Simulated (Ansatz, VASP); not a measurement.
**Mo in VASP and in Ansatz**

The input INCAR:

```
PREC     = Accurate       # precision mode
ENCUT    = 600            # plane-wave cutoff, eV
EDIFF    = 1E-7           # SCF threshold, eV
ISMEAR   = -1             # smearing method
SIGMA    = 0.15           # smearing width, eV
LREAL    = False          # projectors in reciprocal space
LASPH    = True           # aspherical terms in the spheres
NELM     = 100            # most SCF steps
ALGO     = Fast           # electronic algorithm
ISIF     = 3              # what is computed and relaxed
LWAVE    = False          # write WAVECAR
LCHARG   = False          # write CHGCAR
GGA      = CA             # functional
IBRION   = 2              # ionic algorithm
NSW      = 80             # ionic steps
EDIFFG   = -0.001         # ionic threshold
```

File KPOINTS:

```
Automatic mesh
0
Gamma
  16 16 16
```

The input POSCAR:

```
Mo
1.0
   -1.5554689540      1.5554689540      1.5554689540
    1.5554689540     -1.5554689540      1.5554689540
    1.5554689540      1.5554689540     -1.5554689540
Mo
1
Direct
    0.0000000000      0.0000000000      0.0000000000
```

Input for Ansatz:

```yaml
crystal:
  lattice:
    - [-1.555468954, 1.555468954, 1.555468954]
    - [1.555468954, -1.555468954, 1.555468954]
    - [1.555468954, 1.555468954, -1.555468954]
  atoms:
    - { symbol: Mo, position: [0.0, 0.0, 0.0] }
basis:
  ecutwfc: 420
kpoints:
  mp_grid: { grid: [16, 16, 16] }
hamiltonian:
  xc: lda
  pseudopotentials: { kind: paw, azcp: { folder: soft_1 } }
scf:
  occupations: { method: fermi_dirac, width: 0.15 }
output:
  forces: true
  stress: true
  eigenvalues: true
relax:
  adjacent_minimum: "off"
  f_tol: 0.001
  max_steps: 60
  cell: { stress_tol: 0.01 }
```

Alike in both runs: task relaxation of cell and atoms; functional LDA; k mesh 16 × 16 × 16; occupations fermi-dirac, width 0.15 eV; no spin polarisation.

```csv
,VASP,Ansatz
version,VASP 6.6.1,Ansatz 0.2.0
potentials or method,"VASP PAW LDA potentials, release 64 (Mo_sv)","scalar-relativistic, plane waves, PAW"
plane-wave cutoff (eV),600,420
valence electrons in the cell,14,14
```

```csv
,VASP,Ansatz,Ansatz less VASP
"gap on the k mesh at the Fermi level, each at its own relaxed structure (eV)",none,none,-
relaxed volume (Å³/atom),15.12,15.06,-0.059
relaxed cell length with the largest relative difference (Å),2.698,2.695,-0.0035
```

A gap of «none» marks a metal or a gap that the smearing closes. Ansatz warned: «pseudo_functional_mismatch».
